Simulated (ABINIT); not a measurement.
Input of an ABINIT 10.8.3 (patched build) run:

Contents of run.abi:

```
# Datasets: one volume each
ndtset 7
getwfk -1
scalecart1 3*0.9795861087
scalecart2 3*0.9864848297
scalecart3 3*0.9932883884
scalecart4 3*1.0000000000
scalecart5 3*1.0066227096
scalecart6 3*1.0131594038
scalecart7 3*1.0196128224

# Pseudopotentials
pp_dirpath "./"
pseudos "Sr.GGA_PBE-JTH.xml, O.GGA_PBE-JTH.xml"

# Structure
acell 6.8583759662 6.8583759662 6.8583759662
rprim
     0.0000000000     0.7071067812     0.7071067812
     0.7071067812     0.0000000000     0.7071067812
     0.7071067812     0.7071067812     0.0000000000
ntypat 2
znucl 38 8
natom 2
typat 1 2
xred
     0.5000000000     0.5000000000     0.5000000000
     0.0000000000     0.0000000000     0.0000000000

# Plane-wave basis
ecut 23.0
pawecutdg 45.0

# k points
kptopt 1
ngkpt 9 9 9
nshiftk 1
shiftk 0.0 0.0 0.0

# Exchange and correlation
ixc -106131
vdw_xc 6

# Bands and occupations
nband 12
occopt 3
tsmear 0.00183747

# SCF cycle
nstep 100
tolvrs 1.0e-9

# Output
iomode 3
prtwf 1
prtden 0
prteig 0
prtebands 0
```

Potentials or basis: JTH PAW PBE v2.0.

The run is started by

```sh
$ abinit run.abi > log 2>&1
```

What does it give for the bulk modulus?

89 GPa.

What does it give for the pressure derivative of the bulk modulus?

4.6.

Predict the equilibrium volume.

17.15 Å³/atom.

Energy against volume, from the lowest point:
```
volume (Å³/atom)  energy (meV/atom)
          15.887              29.56
          16.225              15.21
          16.563               5.79
          16.901               0.88
          17.239               0.00
          17.577               2.67
          17.915               8.56
```

Caveat: pressures at fixed basis lie under the slope of the energies; the PAW data sets were made with another functional, which shifts forces and pressure a little. Zero-point motion and thermal expansion aren't in these numbers.
